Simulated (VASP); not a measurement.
# Y (Fm-3m) in VASP: further runs

One crystal, Y, is run at these levels: PBE; tasks: single point.

Everything below comes from runs of VASP 6.6.1. Logs are shortened: lines on timing, memory, paths and dates and some standing lists are left out, and cuts for length are marked.

## Step 1: Starting point

It takes space group Fm-3m (No. 225, cubic). Conventional cell: a = 4.970 Å, b = 4.970 Å, c = 4.970 Å, α = 90.00°, β = 90.00°, γ = 90.00°. Around Y (site symmetry m-3m) lie 12 Y at 3.51 Å.

This isn't the form of Y at room conditions, which is hcp.

## Step 2: Single point, PBE

Input file INCAR:

```
SYSTEM = Y
  ALGO = Normal
  EDIFF = 1E-6
  ENCUT = 520
  GGA = PE
  ISIF = 2
  ISMEAR = -1
  LASPH = .True.
  LCHARG = .False.
  LREAL = .False.
  LWAVE = .False.
  NBANDS = 12
  NELM = 100
  PREC = Accurate
  SIGMA = 0.05
```

Input file KPOINTS:

```
k-points
0
Gamma
  13 13 13
  0 0 0
```

Input file POSCAR:

```
Y
1.0
    0.0000000000      2.4850000000      2.4850000000
    2.4850000000      0.0000000000      2.4850000000
    2.4850000000      2.4850000000      0.0000000000
Y
1
Direct
    0.0000000000      0.0000000000      0.0000000000
```

Potentials or basis: VASP PAW PBE potentials, release 64 (Y_sv).

Command:

```console
$ cat potpaw_PBE.64/Y_sv/POTCAR > POTCAR
$ mpirun -np 1 vasp_std > vasp.out
```

OUTCAR:

```text
SYSTEM = Y
   EDIFF = 1E-6
   ENCUT = 520
   GGA = PE
   ISIF = 2
   ISMEAR = -1
   LASPH = .True.
   LREAL = .False.
   NELM = 100
   PREC = Accurate

 ion  position               nearest neighbor table
   1  0.000  0.000  0.000-

  LATTYP: Found a face centered cubic cell.
 ALAT       =     4.9700000000

  Lattice vectors:

 A1 = (   0.0000000000,   2.4850000000,   2.4850000000)
 A2 = (   2.4850000000,   0.0000000000,   2.4850000000)
 A3 = (   2.4850000000,   2.4850000000,   0.0000000000)

Analysis of symmetry for initial positions (statically):
=====================================================================
 Subroutine PRICEL returns:
 Original cell was already a primitive cell.

 Routine SETGRP: Setting up the symmetry group for a
 face centered cubic supercell.

 Subroutine GETGRP returns: Found 48 space group operations
 (whereof 48 operations were pure point group operations)
 out of a pool of 48 trial point group operations.

The static configuration has the point symmetry O_h .

Analysis of symmetry for dynamics (positions and initial velocities):
=====================================================================
 Subroutine PRICEL returns:
 Original cell was already a primitive cell.

 Routine SETGRP: Setting up the symmetry group for a
 face centered cubic supercell.

 Subroutine GETGRP returns: Found 48 space group operations
 (whereof 48 operations were pure point group operations)
 out of a pool of 48 trial point group operations.

The dynamic configuration has the point symmetry O_h .

 Subroutine INISYM returns: Found 48 space group operations
 (whereof 48 operations are pure point group operations),
 and found     1 'primitive' translations

----------------------------------------------------------------------------------------

                                     Primitive cell

  volume of cell :      30.6909

  direct lattice vectors                    reciprocal lattice vectors
     0.000000000  2.485000000  2.485000000    -0.201207243  0.201207243  0.201207243
     2.485000000  0.000000000  2.485000000     0.201207243 -0.201207243  0.201207243
     2.485000000  2.485000000  0.000000000     0.201207243  0.201207243 -0.201207243

  length of vectors
     3.514320702  3.514320702  3.514320702     0.348501169  0.348501169  0.348501169

[... 83 lines left out ...]
   NFREE  =      0    steps in history (QN), initial steepest desc. (CG)
   ISIF   =      2    stress and relaxation
   ISYM   =      2    0-nonsym 1-usesym 2-fastsym
   POTIM  = 0.5000    time-step for ionic-motion
   TEBEG  =    0.0;   TEEND  =   0.0 temperature during run
   PSTRESS=    0.0 pullay stress
   NELECT =      11.0000    total number of electrons
   NUPDOWN=      -1.0000    fix difference up-down
   EMIN   =  10.00;   EMAX   =-10.00  energy-range for DOS
   EFERMI =   0.00;   METHOD = LEGACY
   ISMEAR =    -1;   SIGMA  =   0.05  broadening in eV -4-tet -1-fermi 0-gaus
   EFERMI_NEDOS =   21; number of points for ismear=-14 and -15
   IALGO  =     38    algorithm
   IMIX   =      4    mixing-type and parameters
     AMIX     =   0.40;   BMIX     =  1.00
     AMIX_MAG =   1.60;   BMIX_MAG =  1.00
  volume/ion in A,a.u.               =      30.69       207.11
  Fermi-wavevector in a.u.,A,eV,Ry     =   1.162883  2.197530 18.399114  1.352297
  Thomas-Fermi vector in A             =   2.299439
   LORBIT       =      0    0 simple, 1 ext, 2 COOP (PROOUT), +10 PAW based schemes
   GGA     = PE    functional components
   LHFCALC =     F    Hartree Fock is set to
   AEXX    =    0.0000 exact exchange contribution
   IVDW    =     0    specifies the selected vdW correction
   LEPSILON=     F    determine dielectric tensor
   LRPA    =     F    only Hartree local field effects (RPA)
 non-spin polarized calculation
  energy-cutoff  :      520.00
  volume of cell :       30.69
 maximum number of plane-waves:       869
 NGX is ok and might be reduce to    28
   NGX = 13   NGY = 13   NGZ = 13

 number of electron      10.9999999 magnetization

 Free energy of the ion-electron system (eV)
  ---------------------------------------------------
  ext. energy  EPLUGINS =         0.00000000
  ---------------------------------------------------
  free energy    TOTEN  =        -6.40286694 eV

  energy without entropy =       -6.39125309  energy(sigma->0) =       -6.39706002

 E-fermi :   3.3855     XC(G=0):  -9.6889

 val. band max:        3.3850347592   @ k =   0.4615   0.2308   0.0769
 cond. band min:       3.4055446011   @ k =  -0.2308   0.3846   0.1538
 fundamental gap:      0.0205098419
 Fermi energy:         3.3855273447

 k-point     1 :       0.0000    0.0000    0.0000
  band No.  band energies     occupation
      1     -39.1527      2.00000
      2     -18.8033      2.00000
      3     -18.8033      2.00000
      4     -18.8033      2.00000
      5      -1.4539      2.00000
      6       5.2377      0.00000
      7       5.2377      0.00000
      8       5.2377      0.00000
      9       7.3922      0.00000
     10       7.3922      0.00000
     11      12.5240      0.00000
     12      15.9797      0.00000
[... 331 lines left out ...]
 k-point    24 :       0.4615    0.1538    0.0000
  band No.  band energies     occupation
      1     -39.0666      2.00000
      2     -19.4040      2.00000
      3     -18.9690      2.00000
      4     -18.9280      2.00000
      5       1.6655      2.00000
      6       3.5387      0.08925
      7       4.5967      0.00000
      8       5.6570      0.00000
      9       8.6612      0.00000
     10       9.0196      0.00000
     11      11.7531      0.00000
     12      13.8792      0.00000

 [... further k-points ...]

------------------------ aborting loop because EDIFF is reached ----------------------------------------

  FORCE on cell =-STRESS in cart. coord.  units (eV):
  Direction    XX          YY          ZZ          XY          YZ          ZX
  --------------------------------------------------------------------------------------
  -------------------------------------------------------------------------------------
  Total        0.4330471      0.4330471      0.4330471      0.0000000      0.0000000      0.0000000
  in kB       22.6066691     22.6066691     22.6066691      0.0000000      0.0000000      0.0000000
  external PRESSURE =      22.6066691 kB  Pullay stress =       0.0000000 kB

 VOLUME and BASIS-vectors are now :
 -----------------------------------------------------------------------------
  energy-cutoff  :      520.00
  volume of cell :       30.69
      direct lattice vectors                 reciprocal lattice vectors
     0.000000000  2.485000000  2.485000000    -0.201207243  0.201207243  0.201207243
     2.485000000  0.000000000  2.485000000     0.201207243 -0.201207243  0.201207243
     2.485000000  2.485000000  0.000000000     0.201207243  0.201207243 -0.201207243

 POSITION                                       TOTAL-FORCE (eV/Angst)
 -----------------------------------------------------------------------------------
      0.00000      0.00000      0.00000         0.000000      0.000000      0.000000
 -----------------------------------------------------------------------------------
    total drift:                               -0.000000     -0.000000     -0.000000

  FREE ENERGIE OF THE ION-ELECTRON SYSTEM (eV)
  ---------------------------------------------------
  free  energy   TOTEN  =        -6.4028669445 eV

  energy  without entropy=       -6.3912530856  energy(sigma->0) =       -6.39706002
```

OSZICAR:

```text
N       E                     dE             d eps       ncg     rms          rms(c)
DAV:   1     0.246580600973E+02    0.24658E+02   -0.54524E+03  2016   0.828E+02
DAV:   2    -0.534135105259E+01   -0.29999E+02   -0.29207E+02  2440   0.164E+02
DAV:   3    -0.653383037988E+01   -0.11925E+01   -0.11758E+01  2768   0.216E+01
DAV:   4    -0.656511767038E+01   -0.31287E-01   -0.31268E-01  2324   0.328E+00
DAV:   5    -0.656564036709E+01   -0.52270E-03   -0.52268E-03  2612   0.349E-01    0.228E+01
DAV:   6    -0.642525698357E+01    0.14038E+00   -0.18318E-01  2164   0.288E+00    0.140E+01
DAV:   7    -0.640675635896E+01    0.18501E-01   -0.27452E-01  2396   0.353E+00    0.122E+00
DAV:   8    -0.640300504810E+01    0.37513E-02   -0.35240E-02  2316   0.145E+00    0.198E-01
DAV:   9    -0.640288483655E+01    0.12021E-03   -0.73052E-04  2440   0.223E-01    0.765E-02
DAV:  10    -0.640286582264E+01    0.19014E-04   -0.10979E-04  2296   0.919E-02    0.261E-02
DAV:  11    -0.640286838919E+01   -0.25665E-05   -0.13660E-05  2300   0.294E-02    0.207E-02
DAV:  12    -0.640286712603E+01    0.12632E-05   -0.18589E-06  2208   0.118E-02    0.488E-03
DAV:  13    -0.640286694449E+01    0.18154E-06   -0.15501E-07  1208   0.305E-03
   1 F= -.64028669E+01 E0= -.63970600E+01  d E =-.116139E-01
```

stdout:

```text
POSCAR found type information on POSCAR Y
 POSCAR found :  1 types and       1 ions
 scaLAPACK will be used
 LDA part: xc-table for (Slater+PW92), standard interpolation
 POSCAR, INCAR and KPOINTS ok, starting setup
 FFT: planning ... GRIDC
 FFT: planning ... GRID_SOFT
 FFT: planning ... GRID
 WAVECAR not read
 entering main loop
```

Run time: 30 s. Hardware: 1 thread of Intel Xeon Platinum 8488C (Sapphire Rapids), shared host; peak memory 0.19 GiB.

Results:

* Free energy: -6.4029 eV
* Pressure: 2.3 GPa
* Band gap on the k mesh: none (metal or under the smearing width)

## Step 3: Single point, PBE (volume scaled by 0.97)

Input file INCAR:

```
SYSTEM = Y
ALGO     = Normal         ! electronic algorithm
EDIFF    = 1E-6           ! SCF threshold, eV
ENCUT    = 520            ! plane-wave cutoff, eV
GGA      = PE             ! functional
ISIF     = 2              ! what is computed and relaxed
ISMEAR   = -1             ! smearing method
LASPH    = .True.         ! aspherical terms in the spheres
LCHARG   = .True.         ! write CHGCAR
LELF     = .True.         ! ELF
LREAL    = .False.        ! projectors in reciprocal space
LVHAR    = .True.       
LWAVE    = .False.        ! write WAVECAR
NBANDS   = 12             ! bands
NELM     = 60             ! most SCF steps
PREC     = Accurate       ! precision mode
SIGMA    = 0.05           ! smearing width, eV
```

KPOINTS is that of step 2.

Input file POSCAR:

```
Y
1.0
    0.0000000000      2.4598972736      2.4598972736
    2.4598972736      0.0000000000      2.4598972736
    2.4598972736      2.4598972736      0.0000000000
Y
1
Direct
    0.0000000000      0.0000000000      0.0000000000
```

Potentials or basis: VASP PAW PBE potentials, release 64 (Y_sv).

Command:

```console
$ cat potpaw_PBE.64/Y_sv/POTCAR > POTCAR
$ mpirun -np 1 vasp_std > vasp.out
```

It took 37 s on 1 thread of Intel Xeon Platinum 8488C (Sapphire Rapids), shared host; peak memory 0.19 GiB.

Results (log left out):

| Quantity | Value |
| --- | --- |
| Free energy | -6.3856 eV |
| Pressure | 3.7 GPa |
| Band gap on the k mesh | none (metal or under the smearing width) |

Levels at points of the mesh, in eV from the Fermi level:
```tsv
k point	band 3	band 4	band 5	band 6	band 7	band 8
(0.00, 0.00, 0.00)	-22.09	-22.09	-4.88	1.89	1.89	1.89
```
